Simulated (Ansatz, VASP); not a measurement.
## One calculation of InAs, two programs

```xyz
2
Lattice="0.0000 3.0380 3.0380 3.0380 0.0000 3.0380 3.0380 3.0380 0.0000" Properties=species:S:1:pos:R:3 pbc="T T T"
In    0.0000    0.0000    0.0000
As    4.5570    4.5570    4.5570
```

Change from the starting cell: volume scaled by 1.02.

Alike in both runs: task single point; functional PBE; k mesh 8 × 8 × 8; occupations fermi-dirac, width 0.05 eV; no spin polarisation.

|  | VASP | Ansatz |
| --- | --- | --- |
| version | VASP 6.6.1 | Ansatz 0.2.0 |
| potentials or method | VASP PAW PBE potentials, release 64 (In_d, As), cutoff 520 eV | all-electron LAPW, scalar-relativistic |

Ansatz gave:

| Quantity | Value |
| --- | --- |
| gap on the k mesh at the Fermi level (eV) | none |
| pressure (GPa) | 3.0 |

Problem. Estimate VASP's values.

Solution. gap on the k mesh at the Fermi level (eV): none; pressure (GPa): 3.1.

A gap of «none» marks a metal or a gap that the smearing closes. Ansatz ran all-electron here, so the differences hold the error of VASP's frozen core and of both bases.
